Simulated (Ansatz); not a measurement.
# HfSiO4: the cost of one run

Computed with Ansatz 0.2.0 (DFT PBE, scalar-relativistic, plane waves, PAW, unless a step's input says otherwise).

## 1. The starting structure

It takes space group F-43m (No. 216, cubic). The conventional cell has a = 6.576 Å, b = 6.576 Å, c = 6.576 Å, α = 90.00°, β = 90.00°, γ = 90.00°. Hf (site symmetry -43m) has 12 O at 2.72 Å and 4 Si at 2.85 Å as nearest neighbours. Around Si (site symmetry -43m) lie 12 O at 2.73 Å and 4 Hf at 2.85 Å. O (site symmetry 3m) has 6 O at 2.31 to 2.34 Å and 3 Hf at 2.72 Å as nearest neighbours.

As a file:

```cif
data_structure
_symmetry_space_group_name_H-M 'F-43m'
_symmetry_Int_Tables_number 216
_cell_length_a 6.5758
_cell_length_b 6.5758
_cell_length_c 6.5758
_cell_angle_alpha 90.000
_cell_angle_beta 90.000
_cell_angle_gamma 90.000
_cell_volume 284.34
loop_
_atom_site_label
_atom_site_type_symbol
_atom_site_symmetry_multiplicity
_atom_site_Wyckoff_symbol
_atom_site_fract_x
_atom_site_fract_y
_atom_site_fract_z
_atom_site_occupancy
Hf1 Hf 4 d 0.25000 0.25000 0.75000 1
Si1 Si 4 a 0.00000 0.00000 0.00000 1
O1 O 16 e 0.37571 0.12429 0.12429 1
```

The cell is invented: species swapped into a database cell of CeYFe4 (F-43m, No. 216), with Hf on the Ce sites, Si on the Y sites and O on the Fe sites. The dimensions are guesses.

## 2. A first look at the guess

File input.yaml:

```yaml
crystal:
  lattice:
    - [0.0, 3.2878825, 3.2878825]
    - [3.2878825, 0.0, 3.2878825]
    - [3.2878825, 3.2878825, 0.0]
  atoms:
    - { symbol: Hf, position: [0.25, 0.25, 0.25] }
    - { symbol: Si, position: [0.0, 0.0, 0.0] }
    - { symbol: O, position: [0.6242907, 0.12712789, 0.6242907] }
    - { symbol: O, position: [0.6242907, 0.6242907, 0.12712789] }
    - { symbol: O, position: [0.6242907, 0.6242907, 0.6242907] }
    - { symbol: O, position: [0.12712789, 0.6242907, 0.6242907] }
basis:
  ecutwfc: 420
kpoints:
  mp_grid: { grid: [4, 4, 4] }
hamiltonian:
  xc: pbe
scf:
  occupations: { method: gaussian, width: 0.1 }
  lower_state_search: "off"
output:
  forces: true
  stress: true
  eigenvalues: true
```

On the command line:

```
ansatz run input.yaml --threads 1 --pin off --max-ram 2560MiB --backend cpu --events-out ev --progress --plain --runs-dir out
```

Q: Estimate wall time and peak memory on 1 thread of AMD EPYC 7R43 (Zen 3), shared host.

About 2.6 s, with a peak of 0.37 GiB.
